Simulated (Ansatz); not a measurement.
## BaZrO₃: a vibration from a frozen displacement

Theory: DFT r2SCAN, scalar-relativistic, plane waves, PAW (Ansatz 0.2.0). The runs took a 500 eV cutoff, a Γ-centred 6×6×6 mesh and Gaussian smearing (0.05 eV). Spin–orbit coupling is left out, which matters for the heavy elements here. No spin polarisation. Energies are free energies at this smearing, counted from the undisturbed cell; pressure is positive in compression.

The starting cell (as given, not relaxed at this level; it stands at 2.9 GPa, and it needn't be the usual structure):

```yaml
crystal:
  lattice:
    - [4.18150, 0.00000, 0.00000]
    - [0.00000, 4.18150, 0.00000]
    - [0.00000, 0.00000, 4.18150]
  atoms:
    - { symbol: Ba, position: [0.50000, 0.50000, 0.50000] }
    - { symbol: Zr, position: [0.00000, 0.00000, 0.00000] }
    - { symbol: O, position: [0.50000, 0.00000, 0.00000] }
    - { symbol: O, position: [0.00000, 0.50000, 0.00000] }
    - { symbol: O, position: [0.00000, 0.00000, 0.50000] }
```

Every Ba atom is moved by x along the Cartesian unit vector (0.000, -0.707, -0.707); the cell and all other atoms stay fixed. The cell's volume is 73.11 Å³; the moved atoms weigh 137.327 u together and the others 139.221 u. Some rows repeat others by symmetry and weren't run.

| x (Å) | ΔE (meV/cell) | total force on the moved atoms along the move (eV/Å) | pressure (GPa) |
| --- | --- | --- | --- |
| -0.2000 | 83.90 | 0.8719 | 3.6345 |
| -0.1750 | 63.65 | 0.7494 | 3.4495 |
| -0.1500 | 46.39 | 0.6323 | 3.2902 |
| -0.1250 | 31.99 | 0.5199 | 3.1560 |
| -0.1000 | 20.36 | 0.4113 | 3.0467 |
| -0.0750 | 11.40 | 0.3058 | 2.9619 |
| -0.0500 | 5.05 | 0.2025 | 2.9016 |
| -0.0250 | 1.26 | 0.1008 | 2.8654 |
| 0.0000 | 0.00 | 0.0000 | 2.8535 |
| 0.0250 | 1.26 | -0.1008 | 2.8654 |
| 0.0500 | 5.05 | -0.2025 | 2.9016 |
| 0.0750 | 11.40 | -0.3058 | 2.9619 |
| 0.1000 | 20.36 | -0.4113 | 3.0467 |
| 0.1250 | 31.99 | -0.5199 | 3.1560 |
| 0.1500 | 46.39 | -0.6323 | 3.2902 |
| 0.1750 | 63.65 | -0.7494 | 3.4495 |
| 0.2000 | 83.90 | -0.8719 | 3.6345 |

Problem. What frequency belongs to this motion?

Solution. The force constant is k = −dF/dx = 4.033 eV/Å², from the parabola through x = -0.0250, 0 and 0.0250. In every cell the moved atoms swing against the rest, so the mass is μ = m₁m₂/(m₁ + m₂) = 69.134 u, and ν̃ = 521.5 cm⁻¹ × √(|k|/μ) = 126 cm⁻¹, at this cell's pressure of 2.9 GPa. The pattern needn't be a normal mode: ν̃² is then a weighted mean of the squared nonzero frequencies at the zone centre of this cell, taken without macroscopic field, so it lies between the lowest and the highest of them.

Problem. How far does the harmonic law reach?

Solution. At x = -0.200 Å, kx²/2 = 80.67 meV against the computed 83.90 meV (+4.0 %): the well is still close to harmonic there.

Problem. The pressure changes with x². What does that say about the frequency under compression?

Solution. With E = k(V)x²/2, k ∝ V^(−2γ) and x scaling with the cell as V^(1/3), P − P0 = −∂E/∂V = (2γ − 2/3) ΔE/V. At x = 0.0500 Å, V(P − P0) = 73.11 × 0.04812 / 160.2 eV = 21.96 meV and ΔE = 5.05 meV, so γ = 1/3 + V(P − P0)/(2ΔE) = 2.51. This is the Grüneisen parameter of the motion under uniform scaling of the cell: shrinking the cell evenly by 1 % in volume raises the frequency by about 2.51 %.